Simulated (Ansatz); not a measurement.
ZrS2 (P-3m1) from a database structure, relaxed with r2SCAN+rVV10, was run in Ansatz under altered settings. All numbers are computed, without spin polarisation but where a row says otherwise.

```yaml
crystal:
  lattice:
    - [3.67436, 0.00000, 0.00000]
    - [-1.83718, 3.18209, 0.00000]
    - [0.00000, 0.00000, 5.85714]
  atoms:
    - { symbol: Zr, position: [0.00000, 0.00000, 0.00000] }
    - { symbol: S, position: [0.66667, 0.33333, 0.75376] }
    - { symbol: S, position: [0.33333, 0.66667, 0.24624] }
```

The base run's other keys:
```yaml
kpoints:
  mp_grid: { grid: [6, 6, 2] }
hamiltonian:
  xc: hse06
scf:
  occupations: { method: fixed }
  n_extra_bands: 4
```

It takes 16 iterations with 1339 plane waves at 420 eV and 14 k points, and leaves a mean stress of +0.13 GPa. The gap over this mesh is 1.680 eV. It ran on 4 threads of Arm Neoverse V1 (shared host).

Outcomes, with energy and stress as changes against the base:
```
                                     setting            outcome  ΔF (meV/atom)  Δ mean stress (GPa)  gap on the mesh (eV)  iterations  wall time
PBE hybrid, exx coeff 0.35, omega 0.2078 1/Å          converged              –                 -0.5                 2.034          20       12 s
PBE hybrid, exx coeff 0.75, omega 0.2078 1/Å          converged              –                 -2.0                 3.603          25       14 s
    PBE hybrid, exx coeff 0.1, omega 0.1 1/Å          converged              –                 +0.7                 1.305          13      9.8 s
                          basis.ecutwfc: 300  converged, warned          +16.9                 +0.2                 1.676          16      7.2 s
```
A dash marks a value that wasn't obtained or can't be compared. Stress is positive in compression. The base took 10 s. The base's mesh is coarse for a hybrid, so its own values aren't converged.

- PBE hybrid, exx coeff 0.35, omega 0.2078 1/Å. That is 35 % exact exchange, screened with ω = 0.2078 1/Å, against HSE06's 25 % screened at 0.208 1/Å. The mean stress moves by -0.5 GPa and the gap on the mesh by +0.354 eV (to 2.034). Totals of different functionals aren't comparable.
- PBE hybrid, exx coeff 0.75, omega 0.2078 1/Å. That is 75 % exact exchange, screened with ω = 0.2078 1/Å, against HSE06's 25 % screened at 0.208 1/Å. The mean stress moves by -2.0 GPa and the gap on the mesh by +1.923 eV (to 3.603). Totals of different functionals aren't comparable. The program warns that on this mesh the truncation of the exchange isn't bounded, so part of the change can be an error of the mesh.
- PBE hybrid, exx coeff 0.1, omega 0.1 1/Å. That is 10 % exact exchange, screened with ω = 0.1 1/Å, against HSE06's 25 % screened at 0.208 1/Å. The mean stress moves by +0.7 GPa and the gap on the mesh by -0.375 eV (to 1.305). Totals of different functionals aren't comparable. The program warns that on this mesh the truncation of the exchange isn't bounded, so part of the change can be an error of the mesh.
- basis.ecutwfc: 300. 809 plane waves in place of 1339. The free energy moves by +16.9 meV an atom, the mean stress by +0.2 GPa and the gap on the mesh by -0.004 eV (to 1.676). The basis is too small: these are errors of the cutoff. Warned: cutoff below recommended.

The program warns that its thresholds are loose for a hybrid's stress.

The meshes of the hybrids are coarse, so their gaps aren't converged to the digits shown.
